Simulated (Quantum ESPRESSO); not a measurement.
# TiPt3 (Pm-3m) in Quantum ESPRESSO: settings compared, part 2 of 2

Quantum ESPRESSO 7.5. Earlier steps stand in the parts before.

## 3. Single point, LDA, 13.91 Å³/atom

File pw.in:

```
&CONTROL
  calculation = 'scf'
  prefix = 'pwscf'
  outdir = './tmp'
  pseudo_dir = './pseudo'
  tprnfor = .true.
  tstress = .true.
  disk_io = 'nowf'
/
&SYSTEM
  ibrav = 0
  nat = 4
  ntyp = 2
  ecutwfc = 45
  ecutrho = 360
  nbnd = 40
  occupations = 'smearing'
  smearing = 'fd'
  degauss = 0.00367493
/
&ELECTRONS
  conv_thr = 8d-10
  electron_maxstep = 120
  mixing_beta = 0.5
/
ATOMIC_SPECIES
Pt   195.0840 pt_lda_v1.4.uspp.F.UPF
Ti    47.8670 ti_lda_v1.4.uspp.F.UPF
CELL_PARAMETERS angstrom
   3.8174470657    0.0000000000    0.0000000000
   0.0000000000    3.8174470657    0.0000000000
   0.0000000000    0.0000000000    3.8174470657
ATOMIC_POSITIONS crystal
Pt     0.5000000000    0.5000000000    0.0000000000
Pt     0.5000000000    0.0000000000    0.5000000000
Pt     0.0000000000    0.5000000000    0.5000000000
Ti     0.0000000000    0.0000000000    0.0000000000
K_POINTS automatic
7 7 7 0 0 0
```

Potentials or basis: GBRV 1.5 LDA.

Command:

```console
> OMP_NUM_THREADS=1 mpirun -n 2 pw.x -nk 2 -in pw.in > pw.out
```

pw.out:

```text
This program is part of the open-source Quantum ESPRESSO suite
     for quantum simulation of materials; please cite
         "P. Giannozzi et al., J. Phys.:Condens. Matter 21 395502 (2009);
         "P. Giannozzi et al., J. Phys.:Condens. Matter 29 465901 (2017);
         "P. Giannozzi et al., J. Chem. Phys. 152 154105 (2020);
     in publications or presentations arising from this work. More details at

     Message from routine setup:
     using ibrav=0 with symmetry is DISCOURAGED, use correct ibrav instead

     K-points division:     npool     =       2
     Subspace diagonalization in iterative solution of the eigenvalue problem:
     a serial algorithm will be used

     G-vector sticks info
     --------------------
     sticks:   dense  smooth     PW     G-vecs:    dense   smooth      PW
     Sum        1481     749    221                43387    15419    2517

     Using Slab Decomposition

     bravais-lattice index     =            0
     lattice parameter (alat)  =       7.2139  a.u.
     unit-cell volume          =     375.4185 (a.u.)^3
     number of atoms/cell      =            4
     number of atomic types    =            2
     number of electrons       =        60.00
     number of Kohn-Sham states=           40
     kinetic-energy cutoff     =      45.0000  Ry
     charge density cutoff     =     360.0000  Ry
     scf convergence threshold =      8.0E-10
[... 97 lines left out ...]

     iteration #  1     ecut=    45.00 Ry     beta= 0.50
     Davidson diagonalization with overlap
     ethr =  1.00E-02,  avg # of iterations =  2.6

     negative rho (up, down):  4.942E-01 0.000E+00
[... 139 lines left out ...]
     iteration # 17     ecut=    45.00 Ry     beta= 0.50
     Davidson diagonalization with overlap
     ethr =  2.09E-12,  avg # of iterations =  1.0

     negative rho (up, down):  5.058E-01 0.000E+00

     End of self-consistent calculation

          k = 0.0000 0.0000 0.0000 (  1935 PWs)   bands (ev):

   -34.0464 -30.4387 -30.4387 -30.4387 -30.1904 -30.1904 -30.1904 -30.0055
   -30.0055 -30.0055 -10.6084 -10.6084 -10.6084  12.5060  15.2832  15.6989
    15.6989  15.9918  15.9918  15.9918  19.4427  19.4427  19.4427  21.5907
    21.5907  22.9065  23.5076  23.5076  23.5076  24.9557  24.9557  24.9799
    24.9799  24.9799  25.6880  25.6880  25.6880  32.4455  32.4455  34.7283
[... 147 lines left out ...]
   -34.0440 -30.5377 -30.4027 -30.4027 -30.4026 -30.0551 -30.0551 -30.0503
   -30.0156 -30.0156 -10.6279 -10.6246 -10.6246  15.2626  15.4518  15.4518
    15.9418  18.4057  18.4057  18.6291  19.1187  19.4665  19.4665  20.0666
    20.0666  21.3318  21.5366  21.5366  22.3027  22.9788  23.6947  23.6947
    24.7029  24.7029  25.3201  25.3485  25.3485  29.5936  29.5936  30.2937

     the Fermi energy is    23.4450 ev

!    total energy              =    -751.91290870 Ry
     estimated scf accuracy    <          9.5E-11 Ry
     smearing contrib. (-TS)   =      -0.00096292 Ry
     internal energy E=F+TS    =    -751.91194578 Ry

     The total energy is F=E-TS. E is the sum of the following terms:
     one-electron contribution =     -78.41652730 Ry
     hartree contribution      =      90.92733061 Ry
     xc contribution           =    -188.67090577 Ry
     ewald contribution        =    -575.75184332 Ry

     convergence has been achieved in  17 iterations

     negative rho (up, down):  5.058E-01 0.000E+00

     Forces acting on atoms (cartesian axes, Ry/au):

     atom    1 type  1   force =     0.00000000    0.00000000    0.00000000
     atom    2 type  1   force =     0.00000000    0.00000000    0.00000000
     atom    3 type  1   force =     0.00000000    0.00000000    0.00000000
     atom    4 type  2   force =     0.00000000    0.00000000    0.00000000

     Total force =     0.000000     Total SCF correction =     0.000000

     Computing stress (Cartesian axis) and pressure

     negative rho (up, down):  5.058E-01 0.000E+00
          total   stress  (Ry/bohr**3)                   (kbar)     P=      129.49
   0.00088028   0.00000000   0.00000000          129.49        0.00        0.00
   0.00000000   0.00088028   0.00000000            0.00      129.49        0.00
   0.00000000   0.00000000   0.00088028            0.00        0.00      129.49

=------------------------------------------------------------------------------=
   JOB DONE.
=------------------------------------------------------------------------------=
```

Wall time 47 s (2 MPI ranks of Intel Xeon at 2.50GHz (Skylake/Cascade Lake), shared host); peak memory 0.28 GiB.

Results:

```yaml
Free_energy: -10230.2963 eV
Pressure: 12.9 GPa
Band_gap_on_the_k_mesh: none (metal or under the smearing width)
```

## 4. Single point, LDA, 14.20 Å³/atom

Changes to pw.in since step 3:

```diff
@@ -29,5 +29,5 @@
 CELL_PARAMETERS angstrom
-   3.8174470657    0.0000000000    0.0000000000
-   0.0000000000    3.8174470657    0.0000000000
-   0.0000000000    0.0000000000    3.8174470657
+   3.8443313815    0.0000000000    0.0000000000
+   0.0000000000    3.8443313815    0.0000000000
+   0.0000000000    0.0000000000    3.8443313815
 ATOMIC_POSITIONS crystal
```

Command:

```console
> OMP_NUM_THREADS=1 mpirun -n 2 pw.x -nk 2 -in pw.in > pw.out
```

Wall time 51 s (2 MPI ranks of Intel Xeon at 2.50GHz (Skylake/Cascade Lake), shared host); peak memory 0.3 GiB.

The run converged. Its results:

* Free energy: -10230.3695 eV
* Pressure: 6.0 GPa
* Band gap on the k mesh: none (metal or under the smearing width)

## 5. Single point, LDA, 14.50 Å³/atom

Changes to pw.in since step 4:

```diff
@@ -29,5 +29,5 @@
 CELL_PARAMETERS angstrom
-   3.8443313815    0.0000000000    0.0000000000
-   0.0000000000    3.8443313815    0.0000000000
-   0.0000000000    0.0000000000    3.8443313815
+   3.8708448495    0.0000000000    0.0000000000
+   0.0000000000    3.8708448495    0.0000000000
+   0.0000000000    0.0000000000    3.8708448495
 ATOMIC_POSITIONS crystal
```

Command:

```console
> OMP_NUM_THREADS=1 mpirun -n 2 pw.x -nk 2 -in pw.in > pw.out
```

Wall time 54 s (2 MPI ranks of Intel Xeon at 2.50GHz (Skylake/Cascade Lake), shared host); peak memory 0.3 GiB.

The run converged. Its results:

- Free energy: -10230.3940 eV
- Pressure: -0.2 GPa
- Band gap on the k mesh: none (metal or under the smearing width)

## 6. Single point, LDA, 14.80 Å³/atom

Changes to pw.in since step 5:

```diff
@@ -29,5 +29,5 @@
 CELL_PARAMETERS angstrom
-   3.8708448495    0.0000000000    0.0000000000
-   0.0000000000    3.8708448495    0.0000000000
-   0.0000000000    0.0000000000    3.8708448495
+   3.8970000000    0.0000000000    0.0000000000
+   0.0000000000    3.8970000000    0.0000000000
+   0.0000000000    0.0000000000    3.8970000000
 ATOMIC_POSITIONS crystal
```

Potentials or basis: GBRV 1.5 LDA.

Command:

```console
> OMP_NUM_THREADS=1 mpirun -n 2 pw.x -nk 2 -in pw.in > pw.out
```

It took 51 s on 2 MPI ranks of Intel Xeon at 2.50GHz (Skylake/Cascade Lake), shared host; peak memory 0.3 GiB.

Results (log left out):

```
Free energy            : -10230.3754 eV
Pressure               : -5.7 GPa
Band gap on the k mesh : none (metal or under the smearing width)
```

## 7. Single point, LDA, 15.09 Å³/atom

Changes to pw.in since step 6:

```diff
@@ -29,5 +29,5 @@
 CELL_PARAMETERS angstrom
-   3.8970000000    0.0000000000    0.0000000000
-   0.0000000000    3.8970000000    0.0000000000
-   0.0000000000    0.0000000000    3.8970000000
+   3.9228086992    0.0000000000    0.0000000000
+   0.0000000000    3.9228086992    0.0000000000
+   0.0000000000    0.0000000000    3.9228086992
 ATOMIC_POSITIONS crystal
```

Command:

```console
> OMP_NUM_THREADS=1 mpirun -n 2 pw.x -nk 2 -in pw.in > pw.out
```

Run time: 51 s. Hardware: 2 MPI ranks of Intel Xeon at 2.50GHz (Skylake/Cascade Lake), shared host; peak memory 0.3 GiB.

It converged, with:

```yaml
Free_energy: -10230.3186 eV
Pressure: -10.6 GPa
Band_gap_on_the_k_mesh: none (metal or under the smearing width)
```

## 8. Single point, LDA, 15.39 Å³/atom

Changes to pw.in since step 7:

```diff
@@ -29,5 +29,5 @@
 CELL_PARAMETERS angstrom
-   3.9228086992    0.0000000000    0.0000000000
-   0.0000000000    3.9228086992    0.0000000000
-   0.0000000000    0.0000000000    3.9228086992
+   3.9482821967    0.0000000000    0.0000000000
+   0.0000000000    3.9482821967    0.0000000000
+   0.0000000000    0.0000000000    3.9482821967
 ATOMIC_POSITIONS crystal
```

Command:

```console
> OMP_NUM_THREADS=1 mpirun -n 2 pw.x -nk 2 -in pw.in > pw.out
```

Run time: 50 s. Hardware: 2 MPI ranks of Intel Xeon at 2.50GHz (Skylake/Cascade Lake), shared host; peak memory 0.3 GiB.

It converged, with:

```yaml
Free_energy: -10230.2278 eV
Pressure: -14.8 GPa
Band_gap_on_the_k_mesh: none (metal or under the smearing width)
```

## 9. Single point, LDA, 15.68 Å³/atom

Changes to pw.in since step 8:

```diff
@@ -29,5 +29,5 @@
 CELL_PARAMETERS angstrom
-   3.9482821967    0.0000000000    0.0000000000
-   0.0000000000    3.9482821967    0.0000000000
-   0.0000000000    0.0000000000    3.9482821967
+   3.9734311690    0.0000000000    0.0000000000
+   0.0000000000    3.9734311690    0.0000000000
+   0.0000000000    0.0000000000    3.9734311690
 ATOMIC_POSITIONS crystal
```

Potentials or basis: GBRV 1.5 LDA.

Command:

```console
> OMP_NUM_THREADS=1 mpirun -n 2 pw.x -nk 2 -in pw.in > pw.out
```

It took 70 s on 2 MPI ranks of Intel Xeon at 2.50GHz (Skylake/Cascade Lake), shared host; peak memory 0.32 GiB.

Results (log left out):

```yaml
Free_energy: -10230.1074 eV
Pressure: -18.6 GPa
Band_gap_on_the_k_mesh: none (metal or under the smearing width)
```

## 10. Equation of state, LDA

Potentials or basis: GBRV 1.5 LDA.

No new run: the results of the series are fitted here.

Results:

```yaml
Equilibrium_volume: 14.51 Å³/atom
Bulk_modulus: 284 GPa
Pressure_derivative_of_the_bulk_modulus: 5.0
```

Energy against volume, from the lowest point:
```csv
volume (Å³/atom),energy (meV/atom)
13.908,24.43
14.204,6.13
14.500,0.00
14.796,4.65
15.091,18.86
15.387,41.56
15.683,71.64
```

The run has no spin-orbit coupling, so splittings on Pt are missing. Zero-point motion and thermal expansion aren't in these numbers.
